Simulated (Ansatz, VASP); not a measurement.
Given: the input of a run of Ansatz 0.2.0 on CuAu3.

input.yaml

```yaml
crystal:
  lattice:
    - [3.9262096223, 0.0, 0.0]
    - [0.0, 3.9262096223, 0.0]
    - [0.0, 0.0, 3.9262096223]
  atoms:
    - { symbol: Au, position: [0.5, 0.5, 0.0] }
    - { symbol: Au, position: [0.5, 0.0, 0.5] }
    - { symbol: Au, position: [0.0, 0.5, 0.5] }
    - { symbol: Cu, position: [0.0, 0.0, 0.0] }
hamiltonian:
  xc: pbesol
  pseudopotentials: { kind: paw }
kpoints:
  mp_grid: { grid: [7, 7, 7] }
scf:
  occupations: { method: fermi_dirac, width: 0.05 }
output:
  forces: true
  stress: true
  eigenvalues: true
```

Potentials or basis: Ansatz PAW.

Launch:

```console
$ ansatz run input.yaml --threads 1 --pin off --max-ram 3584MiB --backend cpu --events-out ev --progress --plain --runs-dir out
```

Q: Set up the same calculation for VASP 6.6.1. Potentials there: VASP PAW PBE potentials, release 64 (Au, Cu).

A: As run (the cutoff follows the program's own potentials):

Contents of INCAR:

```
  ALGO = Normal
  EDIFF = 1E-7
  ENCUT = 520
  GGA = PS
  ISIF = 2
  ISMEAR = -1
  LASPH = T
  LCHARG = F
  LREAL = F
  LWAVE = F
  NBANDS = 30
  NELM = 60
  PREC = Accurate
  SIGMA = 0.05
```

KPOINTS

```
k-points
0
Gamma
  7 7 7
```

File POSCAR:

```
CuAu3
1.0
    3.9262096223      0.0000000000      0.0000000000
    0.0000000000      3.9262096223      0.0000000000
    0.0000000000      0.0000000000      3.9262096223
Au Cu
3 1
Direct
    0.5000000000      0.5000000000      0.0000000000
    0.5000000000      0.0000000000      0.5000000000
    0.0000000000      0.5000000000      0.5000000000
    0.0000000000      0.0000000000      0.0000000000
```

Potentials or basis: VASP PAW PBE potentials, release 64 (Au, Cu).

Run with:

```sh
$ cat potpaw_PBE.64/Au/POTCAR potpaw_PBE.64/Cu/POTCAR > POTCAR
$ mpirun -np 1 vasp_std > vasp.out
```

Both were run:

|  | VASP | Ansatz | Ansatz less VASP |
| --- | --- | --- | --- |
| gap on the k mesh at the Fermi level (eV) | none | none | - |
| pressure (GPa) | 6.6 | 6.8 | +0.19 |

A gap of «none» marks a metal or a gap that the smearing closes. The functional is the same, so the differences come from potentials, cutoffs and numerics. The two sets of potentials don't hold the same shells in valence.

Caveats: the PAW data sets were made with another functional, which shifts forces and pressure a little (VASP); the PAW data sets come from PBE, with cores solved anew for the run's functional, which leaves a small shift of forces and pressure (Ansatz). Spin-orbit coupling is left out, which matters for the levels of Au.
